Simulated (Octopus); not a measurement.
Crystal: Si.

```
Si
1.0
     0.00000    2.72185    2.72185
     2.72185    0.00000    2.72185
     2.72185    2.72185    0.00000
Si
2
Direct
  0.50000 0.50000 0.50000
  0.75000 0.75000 0.75000
```

| Item | Value |
| --- | --- |
| Program | Octopus 16.4 |
| Task | single point |
| Functional | PBE |
| Potentials or basis | pseudodojo_pbe (PseudoDojo 0.5, PBE) |
| Grid spacing | 0.203 Å |
| k mesh | 8 × 8 × 8 |
| Occupations | fermi-dirac, width 0.05 eV |
| Spin | no spin polarisation |

On this cell: largest force zero by symmetry; band gap on the k mesh 0.63 eV, indirect (least direct gap 2.55 eV).

The same run follows on a disturbed copy (atoms moved at random, drawn with an rms of 0.05 Å):

```
Si
1.0
     0.00000    2.72185    2.72185
     2.72185    0.00000    2.72185
     2.72185    2.72185    0.00000
Si
2
Direct
  0.50931 0.48936 0.50317
  0.74387 0.75191 0.74386
```

Task: What does the disturbed cell give?

Result: The energy moves by +15.5 meV/atom; largest force 0.906 eV/Å; band gap on the k mesh 0.22 eV, indirect (least direct gap 2.02 eV).

Forces in eV/Å, atoms in the order of the input:
```
Si   0.100 -0.897 -0.084
Si  -0.100  0.897  0.084
```

A k mesh can miss the band edges.
